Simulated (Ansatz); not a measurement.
Runs of Ansatz 0.2.0 on LiCl. It takes space group Fm-3m (No. 225, cubic). Conventional cell: a = 5.130 Å, b = 5.130 Å, c = 5.130 Å, α = 90.00°, β = 90.00°, γ = 90.00°. Cl (site symmetry m-3m) has 6 Li at 2.56 Å as nearest neighbours. Li (site symmetry m-3m) is surrounded by 6 Cl at 2.56 Å. 

| task | level | potentials or basis | cell | cutoff (eV) | smearing | basis error allowed | gap on the mesh (eV) | pressure (GPa) | relaxed volume (Å³/atom) |
| --- | --- | --- | --- | --- | --- | --- | --- | --- | --- |
| band structure | revPBE | all-electron LAPW, scalar-relativistic | as given | 161 | fermi-dirac 0.05 eV | 0.001 eV/atom | 6.53 | (a) | - |
| Born charges and dielectric tensor | PBEsol | all-electron PAW datasets made for the crystal | as given | 220 | fixed | - | (b) | - | - |
| single point | LDA | all-electron LAPW, scalar-relativistic | as given | 161 | gaussian 0.1 eV | 0.001 eV/atom | 5.99 | -3.2 | - |
| relaxation of cell and atoms | RPBE+D4 | all-electron LAPW, scalar-relativistic | relaxed | - | fermi-dirac 0.05 eV | 0.001 eV/atom | 6.68 | 0.0 | 16.58 |
| relaxation of cell and atoms | BLYP+D4 | all-electron LAPW, scalar-relativistic | relaxed | - | fermi-dirac 0.05 eV | 0.001 eV/atom | (c) | 0.0 | 16.61 |

Alike in all rows: no spin polarisation; k mesh 9 × 9 × 9.

Task: Fill in the values left out.

Result: (a) 2.1; (b) 6.13; (c) 6.56.

Caveats: an odd mesh through Γ misses points on the zone boundary, where band edges often lie (some runs); the program warned that the printed levels may be off, so bands, gaps and densities of states are rough (some runs).

The runs don't all hold the same shells in valence.

Runs at the PBE level aren't shown here.
